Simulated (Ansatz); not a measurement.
Wurtzite InN, treated with PBE in Ansatz (plane waves, PAW).

Run with plane-wave cutoff 520 eV, 12×12×6 k mesh (along the axes of the cell as run), Fermi–Dirac smearing 0.01 eV, scalar-relativistic PAW data made under PBE.

Results at a series of volumes:

| V (Å³/atom) | E − E_lowest (meV/atom) | P (GPa) |
|---|---|---|
| 15.420 | 10.57 | 5.47 |
| 15.741 | 2.54 | 2.58 |
| 16.062 | 0.00 | 0.00 |
| 16.383 | 2.34 | -2.30 |
| 16.705 | 9.05 | -4.35 |

**Question.** Estimate the bulk modulus from the pressures at 15.741 and 16.383 Å³/atom, and compare it with a fit to all energies.

**Answer.** B = −V dP/dV. Between V = 15.741 and 16.383 Å³/atom, dP/dV = (-2.30 − (2.58))/(16.383 − 15.741) = -7.60 GPa per Å³/atom; at the midpoint 16.062 Å³/atom this gives B ≈ 122 GPa. The third-order Birch–Murnaghan fit gives V0 = 16.063 Å³/atom, B0 = 122 GPa, B′ = 4.7, which lies within 1 % of that estimate.

Shape and atoms are relaxed at each volume.

Measured, for comparison: bulk modulus 126 GPa (room temperature, not corrected to a static lattice; as tabulated in Phys. Rev. B 49, 14 (GaN and InN under pressure), abstract); equilibrium volume per atom 15.38 Å³/atom (300 K, not corrected to a static lattice; as tabulated in Wikipedia's data pages). Computed (rounded) less measured: bulk modulus -3 %, equilibrium volume per atom +4.4 %.

Note: the gap of the solid is closed in this run; this level leaves the solid without a gap, although one is measured; the bulk modulus comes from volumes at which shape and atoms were relaxed.

Spin–orbit coupling is not included; it can open a gap where bands touch, and shift volumes and moduli.

The computed numbers hold no vibrational or temperature effects.

The result took around 5 core-minutes (rough).

Ansatz is a program for electronic structure.
